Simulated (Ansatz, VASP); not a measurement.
**Zn in VASP and in Ansatz**

```
CELL_PARAMETERS angstrom
2.63332 0.00000 0.00000
-1.31666 2.28052 0.00000
0.00000 0.00000 5.10824
ATOMIC_POSITIONS crystal
Zn 0.33333 0.66667 0.25000
Zn 0.66667 0.33333 0.75000
```

Alike in both runs: task single point; functional PBE; k mesh 15 × 15 × 7; occupations gaussian, width 0.1 eV; no spin polarisation.

|  | VASP | Ansatz |
| --- | --- | --- |
| version | VASP 6.6.1 | Ansatz 0.2.0 |
| potentials or method | VASP PAW PBE potentials, release 64 (Zn) | scalar-relativistic, plane waves, PAW |
| plane-wave cutoff (eV) | 520 | 420 |
| valence electrons in the cell | 24 | 24 |

```tsv
	VASP	Ansatz	Ansatz less VASP
gap on the k mesh at the Fermi level (eV)	none	none	-
pressure (GPa)	0.2	-0.1	-0.33
largest component of the traceless stress (GPa)	0.13	0.31	+0.182
```

A gap of «none» marks a metal or a gap that the smearing closes. The functional is the same, so the differences come from potentials, cutoffs and numerics.
